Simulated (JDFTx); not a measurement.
Pt under changes of volume

One of the cells (15.080 Å³/atom); the others are scaled copies at fixed shape and fractional positions:

```
CELL_PARAMETERS angstrom
0.00000 1.96090 1.96090
1.96090 0.00000 1.96090
1.96090 1.96090 0.00000
ATOMIC_POSITIONS crystal
Pt 0.00000 0.00000 0.00000
```

| Item | Value |
| --- | --- |
| Program | JDFTx 1.7.0 (patched build) |
| Functional | r2SCAN |
| Potentials or basis | SG15-PBE-1.2 with smoothed tails |
| Cutoff | 1088 eV |
| Density cutoff | 4354 eV |
| k mesh | 12 × 12 × 12 |
| Occupations | fermi-dirac, width 0.05 eV |
| Spin | no spin polarisation |

```csv
volume (Å³/atom),energy over the lowest point (meV/atom),pressure (GPa)
14.175,84.50,25.9
14.477,43.51,17.8
14.778,?,?
15.080,2.81,4.4
15.381,0.00,-1.2
15.683,7.09,-6.1
15.985,22.91,-10.5
```

**Question.** What does the run at 14.778 Å³/atom give?

**Answer.** Energy over the lowest point 16.82 meV/atom; pressure 10.7 GPa.

Worked out: A Birch-Murnaghan fit of order 3 (a polynomial in V^(-2/3)) to the other rows has its minimum at 15.31 Å³/atom with B0 = V·E''(V) = 274 GPa and B' = 5.2. It gives 16.88 meV/atom at 14.778 Å³/atom, against the run's 16.82, and -dE/dV = 10.7 GPa, against 10.7.

Energies are extrapolated to zero smearing.

Caveats: the potentials were made for another functional, which shifts forces and pressure.
